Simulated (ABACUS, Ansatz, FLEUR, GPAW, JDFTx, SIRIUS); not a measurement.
CdF2: 6 runs at one level of theory

```
Cd F
1.0
     0.00000    2.69400    2.69400
     2.69400    0.00000    2.69400
     2.69400    2.69400    0.00000
Cd F
1 2
Direct
  0.00158 0.99951 0.01010
  0.76521 0.75266 0.74915
  0.27464 0.23776 0.23702
```

Atoms were shifted at random by some hundredths of an Å from the given cell, which wasn't relaxed again for these runs.

Alike in all runs: task single point; functional PBEsol; k mesh 9 × 9 × 9; occupations fermi-dirac, width 0.05 eV; no spin polarisation; no spin-orbit coupling. Pressure is positive in compression and, in plane waves, holds the error of the finite cutoff.

```tsv
program and potentials	plane-wave cutoff (eV)	notes	pressure (GPa)	largest force (eV/Å)	energy over the undisturbed cell (meV/atom)
ABACUS, PseudoDojo NC SR 0.4.1 PBEsol standard, plane waves	1401	11.33 valence electrons an atom on average	0.03	0.375	6.75
Ansatz, all-electron LAPW, scalar-relativistic	-	-	0.12	0.375	-
GPAW, PAW data sets generated for this functional	800	8.67 valence electrons an atom on average	-1.75	0.371	-
SIRIUS, PseudoDojo 0.4.1 PBEsol standard (scalar relativistic)	1388	11.33 valence electrons an atom on average	-0.02	0.375	-
FLEUR, all-electron, FLAPW	-	-	-	0.374	6.73
JDFTx, PseudoDojo-SR-PBEsol-0.4.1-standard with smoothed tails	1388	11.33 valence electrons an atom on average	-0.04	0.375	6.75
```

Force on atom 3 (F), eV/Å:

| program and potentials | x | y | z |
| --- | --- | --- | --- |
| ABACUS, PseudoDojo NC SR 0.4.1 PBEsol standard, plane waves | 0.371 | -0.023 | -0.050 |
| Ansatz, all-electron LAPW, scalar-relativistic | 0.371 | -0.023 | -0.050 |
| GPAW, PAW data sets generated for this functional | 0.367 | -0.024 | -0.049 |
| SIRIUS, PseudoDojo 0.4.1 PBEsol standard (scalar relativistic) | 0.371 | -0.023 | -0.050 |
| FLEUR, all-electron, FLAPW | 0.370 | -0.022 | -0.049 |
| JDFTx, PseudoDojo-SR-PBEsol-0.4.1-standard with smoothed tails | 0.371 | -0.023 | -0.050 |

The pressure spans -1.75 (GPAW, PAW data sets generated for this functional) to 0.12 GPa (Ansatz, all-electron LAPW, scalar-relativistic), with all-electron results at 0.12. The pressure on the cell as given of GPAW, PAW data sets generated for this functional lies far from the others; the cause wasn't traced.

Differences between rows come from potentials, basis sets and numerical settings, since the functional is the same but for its coding. Runs on potential files found faulty are left out.
